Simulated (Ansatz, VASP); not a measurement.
**TiO2 in VASP and in Ansatz**

Contents of INCAR:

```
ALGO = Normal
EDIFF = 1E-6
ENCUT = 520
GGA = PE
ISIF = 2
ISMEAR = 0
LASPH = True
LCHARG = True
LELF = True
LREAL = False
LVHAR = True
LWAVE = False
NBANDS = 33
NELM = 60
PREC = Accurate
SIGMA = 0.05
```

File KPOINTS:

```
k-points
0
Gamma
  6 6 10
```

Contents of POSCAR:

```
TiO2
1.0
    4.6433998178      0.0000000000      0.0000000000
    0.0000000000      4.6433998178      0.0000000000
    0.0000000000      0.0000000000      2.9638636879
Ti O
2 4
Direct
    0.0000000000      0.0000000000      0.0000000000
    0.5000000000      0.5000000000      0.5000000000
    0.3050970583      0.3050970583      0.0000000000
    0.1949029417      0.8050970583      0.5000000000
    0.6949029417      0.6949029417      0.0000000000
    0.8050970583      0.1949029417      0.5000000000
```

Input for Ansatz:

```yaml
crystal:
  lattice:
    - [4.6433998164, 0.0, 0.0]
    - [0.0, 4.6433998164, 0.0]
    - [0.0, 0.0, 2.9638636888]
  atoms:
    - { symbol: Ti, position: [0.0, 0.0, 0.0] }
    - { symbol: Ti, position: [0.5, 0.5, 0.5] }
    - { symbol: O, position: [0.3050970583, 0.3050970583, 0.0] }
    - { symbol: O, position: [0.1949029417, 0.8050970583, 0.5] }
    - { symbol: O, position: [0.6949029417, 0.6949029417, 0.0] }
    - { symbol: O, position: [0.8050970583, 0.1949029417, 0.5] }
basis:
  ecutwfc: 520.0
kpoints:
  mp_grid: { grid: [6, 6, 10] }
hamiltonian:
  xc: pbe
  pseudopotentials: { kind: paw, azcp: { folder: soft_1 } }
scf:
  occupations: { method: gaussian, width: 0.05 }
output:
  forces: true
  stress: true
  eigenvalues: true
```

Alike in both runs: task single point; functional PBE; k mesh 6 × 6 × 10; occupations gaussian, width 0.05 eV; no spin polarisation.

|  | VASP | Ansatz |
| --- | --- | --- |
| version | VASP 6.6.1 | Ansatz 0.2.0 |
| potentials or method | VASP PAW PBE potentials, release 64 (Ti_sv, O) | scalar-relativistic, plane waves, PAW |
| plane-wave cutoff (eV) | 520 | 520 |
| valence electrons in the cell | 48 | 48 |

|  | VASP | Ansatz | Ansatz less VASP |
| --- | --- | --- | --- |
| gap on the k mesh at the Fermi level (eV) | 1.83 | 1.86 | +0.029 |
| least direct gap on the mesh (eV) | 1.83 | 1.86 | +0.029 |
| pressure (GPa) | 0.7 | 0.0 | -0.66 |
| largest component of the traceless stress (GPa) | 0.22 | 0.02 | -0.198 |
| rms of the force components (eV/Å) | 0.012 | 0.001 | -0.0102 |

Atom by atom the forces differ by 0.013 eV/Å (rms over components). The functional is the same, so the differences come from potentials, cutoffs and numerics.

A k mesh can miss the band edges.
